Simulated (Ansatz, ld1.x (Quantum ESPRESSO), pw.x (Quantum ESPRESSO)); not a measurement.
## What a changed setting does to a pw.x run (bcc P)

Potential: norm-conserving Troullier–Martins (Kleinman–Bylander form), ld1.x (Quantum ESPRESSO) 7.5, PBE; core [Ne], reference 3s2 3p3; waves: 3p (bound): rc 1.70 bohr; 3d channel at 0.05 Ry: rc 1.80 bohr; 3s (bound): rc 1.70 bohr; local part: the s channel; core correction: none.

The reference run (k-mesh 15³, cutoffs 55/220 Ry, Fermi–Dirac 0.01 Ry, mixing_beta 0.4, conv_thr 1e-9, no spin) gives -0.68 GPa at 14.308 Å³/atom, where all-electron LAPW gives -0.58 GPa. This run, with its own iteration cap, changes mixing_beta to 0.05.

```
&control
  calculation='scf', prefix='x', pseudo_dir='./', outdir='./tmp', tstress=.true., disk_io='none'
/
&system
  ibrav=0, nat=1, ntyp=1, ecutwfc=55, ecutrho=220, nbnd=9,
  occupations='smearing', smearing='fd', degauss=0.01
/
&electrons
  conv_thr=1e-09, mixing_beta=0.05, electron_maxstep=60
/
ATOMIC_SPECIES
P 1.0 P.UPF
CELL_PARAMETERS angstrom
  -1.52934798 1.52934798 1.52934798
  1.52934798 -1.52934798 1.52934798
  1.52934798 1.52934798 -1.52934798
ATOMIC_POSITIONS crystal
P 0.0000 0.0000 0.0000
K_POINTS automatic
15 15 15 0 0 0
```

```bash
pw.x < P.scf.in > P.scf.out
```

Question: How does the run end?

Answer: It converges in 9 iterations; the free energy moves by +0.0 meV/atom and the pressure by +0.00 GPa. The result is that of the reference run.

```
Message from routine setup:
     using ibrav=0 with symmetry is DISCOURAGED, use correct ibrav instead
     lattice parameter (alat)  =       5.0057  a.u.
     unit-cell volume          =      96.5552 (a.u.)^3
     number of electrons       =         5.00
     number of Kohn-Sham states=            9
     kinetic-energy cutoff     =      55.0000  Ry
     charge density cutoff     =     220.0000  Ry
     scf convergence threshold =      1.0E-09
     Exchange-correlation= PBE
     number of k points=   120  Fermi-Dirac smearing, width (Ry)=  0.0100
     iteration #  1     ecut=    55.00 Ry     beta= 0.05
     total energy              =     -13.14892133 Ry
     estimated scf accuracy    <       0.00207177 Ry
     iteration #  2     ecut=    55.00 Ry     beta= 0.05
     total energy              =     -13.14864537 Ry
     estimated scf accuracy    <       0.00183646 Ry
     iteration #  3     ecut=    55.00 Ry     beta= 0.05
     total energy              =     -13.14876434 Ry
     estimated scf accuracy    <       0.00002779 Ry
     [... 3 iterations left out ...]
     iteration #  7     ecut=    55.00 Ry     beta= 0.05
     total energy              =     -13.14874652 Ry
     estimated scf accuracy    <       0.00000001 Ry
     iteration #  8     ecut=    55.00 Ry     beta= 0.05
     total energy              =     -13.14874652 Ry
     estimated scf accuracy    <          2.4E-09 Ry
     iteration #  9     ecut=    55.00 Ry     beta= 0.05
     the Fermi energy is    11.2454 ev
!    total energy              =     -13.14874652 Ry
     estimated scf accuracy    <          1.6E-10 Ry
     smearing contrib. (-TS)   =      -0.00214748 Ry
     The total energy is F=E-TS. E is the sum of the following terms:
     one-electron contribution =       5.75095845 Ry
     hartree contribution      =       0.21034492 Ry
     xc contribution           =      -3.36753926 Ry
     ewald contribution        =     -15.74036316 Ry
     convergence has been achieved in   9 iterations
          total   stress  (Ry/bohr**3)                   (kbar)     P=       -6.83
     Message from routine punch:
     Nothing written, as per user request (disk_io='none')
```

The run took about 9.4 s on one core of a shared host (Neoverse-V1, 32 threads, 247 GiB, load 25).
